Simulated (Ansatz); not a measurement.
# MoS2: the cost of one run

Method: DFT PBEsol, scalar-relativistic, plane waves, PAW, in Ansatz 0.2.0.

8 further runs of the same task are left out: 8 set aside as unsound or not needed.

**1. The starting structure**

Symmetry: R3m, No. 160, trigonal system. Conventional cell: a = 3.272 Å, b = 3.272 Å, c = 19.696 Å, α = 90.00°, β = 90.00°, γ = 120.00°. Mo (site symmetry 3m) has 6 Se at 2.52 Å in its first shell of neighbours. Se (site symmetry 3m) has 3 Mo at 2.52 Å in its first shell of neighbours.

As a file:

```cif
data_structure
_symmetry_space_group_name_H-M 'P 1'
_symmetry_Int_Tables_number 1
_cell_length_a 6.8316
_cell_length_b 6.8316
_cell_length_c 6.8316
_cell_angle_alpha 27.712
_cell_angle_beta 27.712
_cell_angle_gamma 27.712
_cell_volume 60.87
loop_
_atom_site_label
_atom_site_type_symbol
_atom_site_fract_x
_atom_site_fract_y
_atom_site_fract_z
_atom_site_occupancy
Mo1 Mo 0.66683 0.66683 0.66683 1
Se1 Se 0.24904 0.24904 0.24904 1
Se2 Se 0.41790 0.41790 0.41790 1
```

This cell was relaxed beforehand with the same method: volume 20.29 Å³/atom, gap on the mesh 0.95 eV.

**2. The film's bulk: MoS2**

Relaxed beforehand at this level: -2223.3893 eV/atom, gap on the mesh 1.01 eV.

```
Mo S
1.0
     0.00000   -1.81468    6.28329
     1.57156    0.90734    6.28329
    -1.57156    0.90734    6.28329
Mo S
1 2
Direct
  0.66670 0.66670 0.66670
  0.25069 0.25069 0.25069
  0.41601 0.41601 0.41601
```

The bulk reference of MoSe2, the base, comes from a run made before at the same settings: -5249.3451 eV/atom.

**3. The film's bulk on the base's lattice**

The (101) plane of MoS2 is fitted to the (101) plane of MoSe2, a strain of +4.1 % along x and +4.5 % along y; the third vector and the atoms relax.

Contents of input.yaml:

```yaml
crystal:
  lattice:
    - [3.2720590761, 0.0, 0.0]
    - [-1.636029538, 6.6328407015, 0.0]
    - [1.636029538, 0.4064660471, 2.5616251696]
  atoms:
    - { symbol: Mo, position: [0.3333966589, 9.49883e-05, 0.3333016706] }
    - { symbol: S, position: [0.50137915, 0.7520687249, 0.749310425] }
    - { symbol: S, position: [0.8320241911, 0.2480362867, 0.5839879044] }
basis:
  ecutwfc: 420
kpoints:
  mp_grid: { grid: [8, 4, 10] }
hamiltonian:
  xc: pbesol
scf:
  occupations: { method: gaussian, width: 0.02 }
output:
  forces: true
  stress: true
  eigenvalues: true
relax:
  adjacent_minimum: "off"
  f_tol: 0.01
  max_steps: 50
  cell: { fix: [a, b, gamma], stress_tol: 0.1 }
```

Launch:

```sh
$ ansatz run input.yaml --threads 4 --pin off --max-ram 10240MiB --backend cpu --events-out ev --progress --plain --runs-dir out
```

What time and memory should one allow on 4 threads of Arm Neoverse V2, shared host?

About 22 s, with a peak of 0.49 GiB.
